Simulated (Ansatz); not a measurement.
# simple cubic against fcc along the alkaline-earth metals

All numbers below come from DFT, RPBE, plane waves (420 eV) with PAW, scalar-relativistic in Ansatz 0.2.0. (PAW data from PBE, frozen cores regenerated.)

Each structure is relaxed within its symmetry, in the lowest magnetic state of the tried starts. Differences under about 8 meV lie within the error of the k-point mesh.

| element | E(simple cubic) − E(fcc) (meV/atom) | V(simple cubic) (Å³/atom) | V(fcc) (Å³/atom) | state of simple cubic | state of fcc |
| --- | --- | --- | --- | --- | --- |
| Be | 892 | 10.53 | 8.10 | spin not included | spin not included |
| Mg | 365 | 28.49 | 23.89 | spin not included | spin not included |
| Ca | 399 | 47.12 | 44.42 | spin not included | spin not included |
| Sr | 387 | 62.45 | 58.43 | spin not included | spin not included |
| Ba | 298 | 67.50 | 69.30 | spin not included | spin not included |
